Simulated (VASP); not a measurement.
This VASP 6.6.1 run on Cd needs a look.

File INCAR:

```
ALGO = Normal
EDIFF = 1E-7
ENCUT = 520
GGA = PE
ISIF = 2
ISMEAR = -1
LASPH = T
LCHARG = F
LREAL = F
LWAVE = F
NBANDS = 12
NELECT = 15.0
NELM = 54
PREC = Accurate
SIGMA = 0.05
```

Contents of KPOINTS:

```
k-points
0
Gamma
  10 10 10
```

Contents of POSCAR:

```
Cd
1.0
   -1.7129491200      1.7843220000      1.7843220000
    1.7129491200     -1.7843220000      1.7843220000
    1.7129491200      1.7843220000     -1.7843220000
Cd
1
Direct
    0.0000000000      0.0000000000      0.0000000000
```

Potentials or basis: VASP PAW PBE potentials, release 64 (Cd).

Launch:

```bash
$ cat potpaw_PBE.64/Cd/POTCAR > POTCAR
$ mpirun -np 1 vasp_std > vasp.out
```

OUTCAR:

```text
EDIFF = 1E-7
   ENCUT = 520
   GGA = PE
   ISIF = 2
   ISMEAR = -1
   LASPH = T
   LREAL = F
   NELECT = 15.0
   NELM = 54
   PREC = Accurate

 ion  position               nearest neighbor table
   1  0.000  0.000  0.000-

  LATTYP: Found a body centered tetragonal cell.
 ALAT       =     3.5686440000
 C/A-ratio  =     0.9600000000

  Lattice vectors:

[... 184 lines left out ...]
[... 360 lines left out ...]
 [... further k-points ...]

------------------------ aborting loop because EDIFF is reached ----------------------------------------

  FORCE on cell =-STRESS in cart. coord.  units (eV):
  Direction    XX          YY          ZZ          XY          YZ          ZX
  --------------------------------------------------------------------------------------
  -------------------------------------------------------------------------------------
  Total       31.4565717     31.0406153     31.0406153      0.0000000      0.0000000     -0.0000000
  in kB     2310.3142491   2279.7645100   2279.7645100      0.0000000      0.0000000     -0.0000000
  external PRESSURE =    2289.9477564 kB  Pullay stress =       0.0000000 kB

 VOLUME and BASIS-vectors are now :
 -----------------------------------------------------------------------------
  energy-cutoff  :      520.00
  volume of cell :       21.81
      direct lattice vectors                 reciprocal lattice vectors
    -1.712949120  1.784322000  1.784322000     0.000000000  0.280218481  0.280218481
     1.712949120 -1.784322000  1.784322000     0.291894251  0.000000000  0.280218481
     1.712949120  1.784322000 -1.784322000     0.291894251  0.280218481  0.000000000

 POSITION                                       TOTAL-FORCE (eV/Angst)
 -----------------------------------------------------------------------------------
      0.00000      0.00000      0.00000         0.000000      0.000000     -0.000000
 -----------------------------------------------------------------------------------
    total drift:                                0.000000      0.000000      0.000000

  FREE ENERGIE OF THE ION-ELECTRON SYSTEM (eV)
  ---------------------------------------------------
  free  energy   TOTEN  =        16.2642771683 eV

  energy  without entropy=       16.2674869509  energy(sigma->0) =       16.26588206
```

On the terminal:

```text
POSCAR found type information on POSCAR Cd
 POSCAR found :  1 types and       1 ions
 scaLAPACK will be used
 LDA part: xc-table for (Slater+PW92), standard interpolation
 POSCAR, INCAR and KPOINTS ok, starting setup
 FFT: planning ... GRIDC
 FFT: planning ... GRID_SOFT
 FFT: planning ... GRID
 WAVECAR not read
 entering main loop
 the old and the new charge density differ
 old charge density:    12.00000 new   15.00000
    0.210E+01
```

Task: Diagnose the run.

Result: Self-consistency was reached. The input holds a flaw that was put in on purpose: wrong number of electrons (NELECT = 15). The program doesn't stop on it, so the numbers can't be trusted though the run ends normally.
